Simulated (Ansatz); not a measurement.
**Pressure against volume: P**

```cif
data_structure
_symmetry_space_group_name_H-M 'Fm-3m'
_symmetry_Int_Tables_number 225
_cell_length_a 3.8757
_cell_length_b 3.8757
_cell_length_c 3.8757
_cell_angle_alpha 90.000
_cell_angle_beta 90.000
_cell_angle_gamma 90.000
_cell_volume 58.22
loop_
_atom_site_label
_atom_site_type_symbol
_atom_site_symmetry_multiplicity
_atom_site_Wyckoff_symbol
_atom_site_fract_x
_atom_site_fract_y
_atom_site_fract_z
_atom_site_occupancy
P1 P 4 a 0.00000 0.00000 0.00000 1
```

The runs use the primitive cell with vectors (0.000, 1.938, 1.938), (1.938, 0.000, 1.938), (1.938, 1.938, 0.000) Å, to which the k mesh refers.

The cell was built from the fcc type and relaxed in the same program, and has space group Fm-3m; it needn't be a known or the stable phase.

Methods: DFT, PBE, all-electron LAPW, scalar-relativistic (Ansatz 0.2.0); DFT, PBE, PAW with Ansatz's default frozen-core files, scalar-relativistic (Ansatz 0.2.0).

For LAPW: a Γ-centred 20×20×20 k mesh, Fermi–Dirac smearing of 0.05 eV, basis error target 0.5 meV/atom, no spin polarisation. PAW takes a cutoff of 420 eV at this cell. The Ansatz runs share mesh, smearing and spin set-up. Plane-wave (PAW) pressures include the program's estimate of the Pulay term.

The cell above is scaled evenly, with fractional coordinates and shape held.

```
V/V(cell)  V (Å³/atom)  P, LAPW (GPa)  P, PAW (GPa)  free energy over the lowest listed, PAW (meV/atom)
   0.9405       13.689           6.27          6.20                                                16.0
   0.9800       14.264           1.97          1.92                                                 1.8
   1.0000       14.555           0.09          0.04                                                 0.0
   1.0200       14.846          -1.67         -1.71                                                 1.5
   1.0600       15.428          -4.70         -4.74                                                13.5
```

(1) What do Birch–Murnaghan fits to the pressures give?

Answers

(1) LAPW: V0 = 14.57 Å³/atom, B0 = 91 GPa, B0′ = 3.5; PAW: V0 = 14.56 Å³/atom, B0 = 90 GPa, B0′ = 3.4.
